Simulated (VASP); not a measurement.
The system is BeSe.

```
Be Se
1.0
     0.00000    2.58104    2.58104
     2.58104    0.00000    2.58104
     2.58104    2.58104    0.00000
Be Se
1 1
Direct
  0.00000 0.00000 0.00000
  0.25000 0.25000 0.25000
```

Base run:

* Program: VASP 6.6.1
* Functional: PBEsol
* Potentials or basis: VASP PAW PBE potentials, release 64 (Be, Se)
* Cutoff: 520 eV
* k mesh: 6 × 6 × 6
* Occupations: gaussian, width 0.01 eV
* Spin: no spin polarisation

Its results: band gap on the k mesh 2.49 eV, indirect (least direct gap 4.15 eV); pressure -1.2 GPa.

Task: The run is repeated on the same cell with these changes: k mesh from 6 × 6 × 6 to 5 × 5 × 5. What comes out?

Result: Band gap on the k mesh 2.74 eV, indirect (least direct gap 4.15 eV); pressure -1.1 GPa.

Caveats: some runs use coarse meshes; the PAW data sets were made with another functional, which shifts forces and pressure a little; an odd mesh through Γ misses points on the zone boundary, where band edges often lie (some runs).
